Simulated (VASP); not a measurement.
# Te2Mo: single point with PBEsol

Slab: Te2Mo, a slab with vacuum.

```
Te Mo
1.0
     3.56039    0.00000    0.00000
    -1.78020    3.08339    0.00000
     0.00000    0.00000   24.81126
Te Mo
4 2
Direct
  0.33333 0.66667 0.07937
  0.66667 0.33333 0.77636
  0.66667 0.33333 0.92063
  0.33333 0.66667 0.22364
  0.33333 0.66667 0.84846
  0.66667 0.33333 0.15154
```

```yaml
Program: VASP 6.6.1
Task: single point
Functional: PBEsol
Potentials_or_basis: VASP PAW PBE potentials, release 64 (Te, Mo_sv)
Cutoff: 520 eV
k_mesh: 6 × 6 × 1
Occupations: gaussian, width 0.1 eV
Spin: no spin polarisation
Dipole_correction: no
Further_INCAR_settings: ALGO = Normal; EDIFF = 1e-06; NBANDS = 35
```

```json
{
  "Largest force": "0.131 eV/Å",
  "Band gap on the k mesh": "1.02 eV, direct"
}
```

Forces in eV/Å, atoms in the order of the input:
```
Te   0.000  0.000  0.067
Te   0.000  0.000  0.131
Te   0.000  0.000 -0.067
Te   0.000  0.000 -0.131
Mo   0.000  0.000  0.006
Mo   0.000  0.000 -0.006
```

Levels at points of the mesh, in eV from the valence-band top:
```
           k point  band 24  band 25  band 26  band 27  band 28  band 29
(0.00, 0.00, 0.00)    -0.92    -0.52    -0.11     3.04     3.04     3.06
(0.50, 0.00, 0.00)    -0.74    -0.39    -0.34     1.36     1.38     1.67
```

It took 79 s on 1 thread of AMD EPYC 9R45 (Zen 5) (shared host), peak memory 0.35 GiB.

Caveat: the PAW data sets were made with another functional, which shifts forces and pressure a little; spin-orbit coupling is left out, which moves the levels of the heavy elements. PBEsol gaps usually lie below the measured ones, often by a third to a half.
